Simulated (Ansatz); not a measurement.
**P under changes of volume**

One of the cells (132.548 Å³/atom); the others are scaled copies at fixed shape and fractional positions:

```xyz
4
Lattice="3.2837 0.0000 0.0000 0.0000 34.8570 0.0000 0.0000 0.0000 4.6321" Properties=species:S:1:pos:R:3 pbc="T T T"
P     1.6419   33.8204    4.2052
P     1.6419    1.0366    0.4268
P     0.0000    1.0366    1.8892
P     0.0000   33.8204    2.7429
```

```yaml
Program: Ansatz 0.2.0
Functional: PBEsol
Potentials_or_basis: Ansatz PAW
Cutoff: "420 eV (not typed: the program's choice for these potentials)"
k_mesh: 8 × 1 × 6
Occupations: fermi-dirac, width 0.05 eV
Spin: no spin polarisation
```

```csv
volume (Å³/atom),energy over the lowest point (meV/atom),gap on the mesh (eV),largest force (eV/Å)
124.595,17.84,0.82,0.824
127.246,7.34,0.85,0.617
129.897,1.55,0.87,0.430
132.548,0.00,0.88,0.270
135.199,2.24,0.89,0.169
137.850,?,?,?
140.501,16.59,0.92,0.304
```

**Question.** What does the run at 137.850 Å³/atom give?

**Answer.** Energy over the lowest point 7.89 meV/atom; gap on the mesh 0.90 eV; largest force 0.196 eV/Å.

Worked out: A Birch-Murnaghan fit of order 3 (a polynomial in V^(-2/3)) to the other rows has its minimum at 132.26 Å³/atom with B0 = V·E''(V) = 11.6 GPa and B' = 4.4 at fixed shape and positions, which overstates the stiffness. It gives 7.89 meV/atom at 137.850 Å³/atom, against the run's 7.89. A parabola through the other rows of the gap, of slope 0.561 eV per unit of ln V there, gives 0.91 eV, against the run's 0.90.

Energies are extrapolated to zero smearing.

Caveats: the PAW data sets come from PBE, with cores solved anew for the run's functional, which leaves a small shift of forces and pressure.

A mesh can miss the band edges.
